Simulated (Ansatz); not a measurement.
Crystal: BAs.

```
As B
1.0
     0.00000    2.38850    2.38850
     2.38850    0.00000    2.38850
     2.38850    2.38850    0.00000
As B
1 1
Direct
  0.75000 0.75000 0.75000
  0.00000 0.00000 0.00000
```

Base run:

```yaml
Program: Ansatz 0.2.0
Functional: PBE
Potentials_or_basis: all-electron PAW datasets made for the crystal
Cutoff: 260 eV
Density_cutoff: 1300 eV
k_mesh: 6 × 6 × 6
Occupations: fermi-dirac, width 0.05 eV
Spin: no spin polarisation
```

Its results: band gap on the k mesh 1.28 eV, indirect (least direct gap 3.28 eV).

The run is repeated on the same cell with these changes: functional from PBE to HSE06; cutoff from 260 eV to 380 eV; density cutoff from 1300 eV to 1520 eV. What comes out?

Band gap on the k mesh 1.94 eV, indirect (least direct gap 4.12 eV).

HSE06 gives the wider gap, since exact exchange removes part of the self-interaction.

A k mesh can miss the band edges.

Not every run made on this cell is shown here.
